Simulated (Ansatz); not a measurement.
Si7Ge: random displacements

Method: Ansatz 0.2.0, DFT r2SCAN, scalar-relativistic, plane waves, PAW. The runs took a 500 eV cutoff, a Γ-centred 6×6×6 mesh and Gaussian smearing (0.05 eV). No spin polarisation. Energies are free energies at this smearing, counted from the undisturbed cell; pressure is positive in compression.

Zero of the scan (relaxed at this level; it needn't be the usual structure):

```yaml
crystal:
  lattice:
    - [5.46797, 0.00000, 0.00000]
    - [0.00000, 5.46797, 0.00000]
    - [0.00000, 0.00000, 5.46797]
  atoms:
    - { symbol: Si, position: [0.25243, 0.25243, 0.25243] }
    - { symbol: Si, position: [0.00000, 0.50000, 0.50000] }
    - { symbol: Si, position: [0.50000, 0.50000, 0.00000] }
    - { symbol: Si, position: [0.50000, 0.00000, 0.50000] }
    - { symbol: Si, position: [0.74757, 0.25243, 0.74757] }
    - { symbol: Si, position: [0.74757, 0.74757, 0.25243] }
    - { symbol: Si, position: [0.25243, 0.74757, 0.74757] }
    - { symbol: Ge, position: [0.00000, 0.00000, 0.00000] }
```

The atoms are displaced (Å, in the unstrained cell):

```
atom ux uy uz
 Si1   0.010   0.181  -0.068
 Si2   0.328   0.093   0.101
 Si3   0.163   0.060  -0.348
 Si4  -0.317  -0.057   0.374
 Si5   0.103  -0.112   0.199
 Si6  -0.095   0.104   0.248
 Si7  -0.019  -0.273  -0.025
 Ge8  -0.173   0.003  -0.481
```

The cell is not strained.

Task: What are the energy change, the stress and the forces?

Result: ΔE = 1120.0 meV/atom; stress (xx, yy, zz, yz, xz, xy; compression positive) (15.07, 18.89, 6.88, -0.78, 11.36, -8.79) GPa.
```tsv
atom	Fx (eV/Å)	Fy	Fz
Si1	0.81	-1.81	-0.97
Si2	-8.02	-4.99	-6.92
Si3	0.85	-0.04	5.30
Si4	2.57	2.98	-3.40
Si5	-7.57	8.59	-7.60
Si6	0.42	-0.30	-1.17
Si7	2.12	5.43	6.23
Ge8	8.82	-9.86	8.54
```

Cost: 1 run of about 1.1 core-minutes, on Oxide Virtual Turin-like Processor (Zen 5) (shared hosts).